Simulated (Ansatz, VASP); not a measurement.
# Cr: VASP beside Ansatz

INCAR

```
SYSTEM = Cr
PREC = Accurate
ENCUT = 520
EDIFF = 1E-6
ISMEAR = 0
SIGMA = 0.15
LREAL = .False.
LASPH = .True.
NELM = 100
ALGO = Fast
ISIF = 2
LWAVE = .False.
LCHARG = .False.
GGA = PE
NBANDS = 12
```

File KPOINTS:

```
regular mesh
0
Gamma
  22 22 22
  0 0 0
```

File POSCAR:

```
Cr
1.0
    0.0000000000      1.6928000000      1.9872000000
    1.6928000000      0.0000000000      1.9872000000
    1.6928000000      1.6928000000      0.0000000000
Cr
1
Direct
    0.0000000000      0.0000000000      0.0000000000
```

Input for Ansatz:

```yaml
crystal:
  lattice:
    - [0.0, 1.6928, 1.9872]
    - [1.6928, 0.0, 1.9872]
    - [1.6928, 1.6928, 0.0]
  atoms:
    - { symbol: Cr, position: [0.0, 0.0, 0.0] }
basis:
  ecutwfc: 420
kpoints:
  mp_grid: { grid: [22, 22, 22] }
hamiltonian:
  xc: pbe
scf:
  occupations: { method: gaussian, width: 0.15 }
output:
  forces: true
  stress: true
  eigenvalues: true
```

Change from the starting cell: strain -0.080 along x and y, +0.080 along z, atoms carried along.

Alike in both runs: task single point; functional PBE; k mesh 22 × 22 × 22; occupations gaussian, width 0.15 eV; no spin polarisation.

```csv
,VASP,Ansatz
version,VASP 6.6.1,Ansatz 0.2.0
potentials or method,"VASP PAW PBE potentials, release 64 (Cr_pv)","scalar-relativistic, plane waves, PAW"
plane-wave cutoff (eV),520,420
valence electrons in the cell,12,14
```

|  | VASP | Ansatz | Ansatz less VASP |
| --- | --- | --- | --- |
| gap on the k mesh at the Fermi level (eV) | none | none | - |
| pressure (GPa) | 9.4 | 9.9 | +0.52 |
| largest component of the traceless stress (GPa) | 8.88 | 8.83 | -0.050 |

A gap of «none» marks a metal or a gap that the smearing closes. The two sets of potentials don't hold the same shells in valence.

Caveats: the run has no spin polarisation, though such a crystal can be magnetic. Spin polarisation is off, so any magnetic state and its effect on volume and gap are missing.
